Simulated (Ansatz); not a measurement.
**Band structure of HgTe**

```xyz
2
Lattice="0.0000 3.0727 3.0727 3.0727 0.0000 3.0727 3.0727 3.0727 0.0000" Properties=species:S:1:pos:R:3 pbc="T T T"
Hg    0.0000    0.0000    0.0000
Te    3.0727    3.0727    3.0727
```

Atom numbers follow the list: Hg1, Te2.

The conventional cell has a = 6.145 Å, b = 6.145 Å, c = 6.145 Å, α = 90.00°, β = 90.00°, γ = 90.00°. Around Hg (atom 1) lie 6 Te at 3.07 Å. Te (atom 2) is surrounded by 6 Hg at 3.07 Å.

The cell was built from the rocksalt type and relaxed in the same program, and has space group Fm-3m; it needn't be a known or the stable phase.

All numbers below come from DFT, PBE, all-electron LAPW, Dirac equation with spin-orbit coupling in Ansatz 0.2.0.

Settings: a Γ-centred 12×12×12 k mesh, Fermi–Dirac smearing of 0.08 eV, basis error target 1 meV/atom, no spin polarisation.

Points in fractions of the reciprocal vectors of this cell: Γ (0, 0, 0), X (0.5, 0, 0.5), U (0.625, 0.25, 0.625), K (0.375, 0.375, 0.75), L (0.5, 0.5, 0.5), W (0.5, 0.25, 0.75). The path joins them by straight lines in the order Γ–X–U–K–Γ–L–W–X; legs that retrace an earlier one aren't tabulated. Energies are in eV from the Fermi level.

**Question.** Metal or insulator at this level of theory?

**Answer.** No gap opens: metallic or semimetallic.

**Question.** Tabulate bands 54 to 61, counted from the lowest band of the run, along the path.

**Answer.** 
```json
{"k (1/Å)": "0.00", "point": "Γ", "band 54": "-1.45", "band 55": "-1.03", "band 56": "-1.03", "band 57": "-0.37", "band 58": "-0.37", "band 59": "-0.37", "band 60": "-0.37", "band 61": "6.33"}
{"k (1/Å)": "0.20", "point": "", "band 54": "-2.29", "band 55": "-1.23", "band 56": "-1.23", "band 57": "-0.50", "band 58": "-0.50", "band 59": "0.93", "band 60": "0.93", "band 61": "5.45"}
{"k (1/Å)": "0.41", "point": "", "band 54": "-3.05", "band 55": "-1.59", "band 56": "-1.59", "band 57": "-0.87", "band 58": "-0.87", "band 59": "1.65", "band 60": "1.65", "band 61": "4.58"}
{"k (1/Å)": "0.61", "point": "", "band 54": "-3.45", "band 55": "-2.04", "band 56": "-2.04", "band 57": "-1.35", "band 58": "-1.35", "band 59": "-0.17", "band 60": "-0.17", "band 61": "5.36"}
{"k (1/Å)": "0.82", "point": "", "band 54": "-3.76", "band 55": "-2.42", "band 56": "-2.42", "band 57": "-1.98", "band 58": "-1.98", "band 59": "-1.74", "band 60": "-1.74", "band 61": "5.02"}
{"k (1/Å)": "1.02", "point": "X", "band 54": "-4.17", "band 55": "-2.69", "band 56": "-2.69", "band 57": "-2.57", "band 58": "-2.57", "band 59": "-1.90", "band 60": "-1.90", "band 61": "4.91"}
{"k (1/Å)": "1.09", "point": "", "band 54": "-4.14", "band 55": "-3.05", "band 56": "-3.05", "band 57": "-2.34", "band 58": "-2.34", "band 59": "-1.72", "band 60": "-1.72", "band 61": "4.95"}
{"k (1/Å)": "1.17", "point": "", "band 54": "-4.07", "band 55": "-3.48", "band 56": "-3.48", "band 57": "-2.16", "band 58": "-2.16", "band 59": "-1.31", "band 60": "-1.31", "band 61": "5.07"}
{"k (1/Å)": "1.24", "point": "", "band 54": "-3.98", "band 55": "-3.84", "band 56": "-3.84", "band 57": "-1.97", "band 58": "-1.97", "band 59": "-0.85", "band 60": "-0.85", "band 61": "5.24"}
{"k (1/Å)": "1.31", "point": "", "band 54": "-4.22", "band 55": "-3.77", "band 56": "-3.77", "band 57": "-1.74", "band 58": "-1.74", "band 59": "-0.38", "band 60": "-0.38", "band 61": "5.41"}
{"k (1/Å)": "1.38", "point": "U", "band 54": "-4.45", "band 55": "-3.59", "band 56": "-3.59", "band 57": "-1.47", "band 58": "-1.47", "band 59": "0.06", "band 60": "0.06", "band 61": "5.48"}
{"k (1/Å)": "1.51", "point": "", "band 54": "-4.55", "band 55": "-3.35", "band 56": "-3.35", "band 57": "-1.73", "band 58": "-1.73", "band 59": "0.72", "band 60": "0.72", "band 61": "5.20"}
{"k (1/Å)": "1.63", "point": "", "band 54": "-4.62", "band 55": "-2.93", "band 56": "-2.93", "band 57": "-2.27", "band 58": "-2.27", "band 59": "1.56", "band 60": "1.56", "band 61": "4.43"}
{"k (1/Å)": "1.76", "point": "", "band 54": "-4.62", "band 55": "-2.93", "band 56": "-2.93", "band 57": "-2.27", "band 58": "-2.27", "band 59": "1.56", "band 60": "1.56", "band 61": "4.43"}
{"k (1/Å)": "1.88", "point": "", "band 54": "-4.55", "band 55": "-3.35", "band 56": "-3.35", "band 57": "-1.73", "band 58": "-1.73", "band 59": "0.72", "band 60": "0.72", "band 61": "5.20"}
{"k (1/Å)": "2.01", "point": "K", "band 54": "-4.45", "band 55": "-3.59", "band 56": "-3.59", "band 57": "-1.47", "band 58": "-1.47", "band 59": "0.06", "band 60": "0.06", "band 61": "5.48"}
{"k (1/Å)": "2.23", "point": "", "band 54": "-4.66", "band 55": "-2.89", "band 56": "-2.89", "band 57": "-0.53", "band 58": "-0.53", "band 59": "1.29", "band 60": "1.29", "band 61": "4.71"}
{"k (1/Å)": "2.44", "point": "", "band 54": "-4.42", "band 55": "-2.10", "band 56": "-2.10", "band 57": "0.18", "band 58": "0.18", "band 59": "2.46", "band 60": "2.46", "band 61": "3.71"}
{"k (1/Å)": "2.66", "point": "", "band 54": "-3.71", "band 55": "-1.43", "band 56": "-1.43", "band 57": "0.09", "band 58": "0.09", "band 59": "2.26", "band 60": "2.26", "band 61": "4.09"}
{"k (1/Å)": "2.88", "point": "", "band 54": "-2.52", "band 55": "-1.10", "band 56": "-1.10", "band 57": "-0.29", "band 58": "-0.29", "band 59": "0.86", "band 60": "0.86", "band 61": "5.50"}
{"k (1/Å)": "3.09", "point": "Γ", "band 54": "-1.45", "band 55": "-1.03", "band 56": "-1.03", "band 57": "-0.37", "band 58": "-0.37", "band 59": "-0.37", "band 60": "-0.37", "band 61": "6.33"}
{"k (1/Å)": "3.27", "point": "", "band 54": "-2.31", "band 55": "-1.02", "band 56": "-1.02", "band 57": "-0.30", "band 58": "-0.30", "band 59": "0.54", "band 60": "0.54", "band 61": "5.74"}
{"k (1/Å)": "3.45", "point": "", "band 54": "-3.52", "band 55": "-0.78", "band 56": "-0.78", "band 57": "-0.12", "band 58": "-0.12", "band 59": "1.60", "band 60": "1.60", "band 61": "4.73"}
{"k (1/Å)": "3.63", "point": "", "band 54": "-4.51", "band 55": "-0.45", "band 56": "-0.45", "band 57": "0.13", "band 58": "0.13", "band 59": "2.28", "band 60": "2.28", "band 61": "3.91"}
{"k (1/Å)": "3.80", "point": "", "band 54": "-5.05", "band 55": "-0.15", "band 56": "-0.15", "band 57": "0.37", "band 58": "0.37", "band 59": "2.48", "band 60": "2.48", "band 61": "3.54"}
{"k (1/Å)": "3.98", "point": "L", "band 54": "-5.18", "band 55": "-0.02", "band 56": "-0.02", "band 57": "0.47", "band 58": "0.47", "band 59": "2.44", "band 60": "2.44", "band 61": "3.59"}
{"k (1/Å)": "4.12", "point": "", "band 54": "-5.16", "band 55": "-0.42", "band 56": "-0.42", "band 57": "0.08", "band 58": "0.08", "band 59": "2.46", "band 60": "2.46", "band 61": "3.07"}
{"k (1/Å)": "4.27", "point": "", "band 54": "-5.09", "band 55": "-1.34", "band 56": "-1.34", "band 57": "-0.70", "band 58": "-0.70", "band 59": "1.97", "band 60": "1.97", "band 61": "3.51"}
{"k (1/Å)": "4.41", "point": "", "band 54": "-4.90", "band 55": "-2.25", "band 56": "-2.25", "band 57": "-1.69", "band 58": "-1.69", "band 59": "1.77", "band 60": "1.77", "band 61": "3.95"}
{"k (1/Å)": "4.56", "point": "", "band 54": "-4.52", "band 55": "-2.94", "band 56": "-2.94", "band 57": "-2.64", "band 58": "-2.64", "band 59": "1.72", "band 60": "1.72", "band 61": "4.36"}
{"k (1/Å)": "4.70", "point": "W", "band 54": "-4.17", "band 55": "-3.28", "band 56": "-3.28", "band 57": "-3.13", "band 58": "-3.13", "band 59": "1.71", "band 60": "1.71", "band 61": "4.56"}
{"k (1/Å)": "4.81", "point": "", "band 54": "-4.12", "band 55": "-3.49", "band 56": "-3.49", "band 57": "-2.91", "band 58": "-2.91", "band 59": "1.24", "band 60": "1.24", "band 61": "5.07"}
{"k (1/Å)": "4.91", "point": "", "band 54": "-3.97", "band 55": "-3.74", "band 56": "-3.74", "band 57": "-2.65", "band 58": "-2.65", "band 59": "0.31", "band 60": "0.31", "band 61": "5.58"}
{"k (1/Å)": "5.01", "point": "", "band 54": "-3.98", "band 55": "-3.65", "band 56": "-3.65", "band 57": "-2.45", "band 58": "-2.45", "band 59": "-0.66", "band 60": "-0.66", "band 61": "5.23"}
{"k (1/Å)": "5.11", "point": "", "band 54": "-4.12", "band 55": "-3.19", "band 56": "-3.19", "band 57": "-2.35", "band 58": "-2.35", "band 59": "-1.51", "band 60": "-1.51", "band 61": "4.99"}
{"k (1/Å)": "5.21", "point": "X", "band 54": "-4.17", "band 55": "-2.69", "band 56": "-2.69", "band 57": "-2.57", "band 58": "-2.57", "band 59": "-1.90", "band 60": "-1.90", "band 61": "4.91"}
```
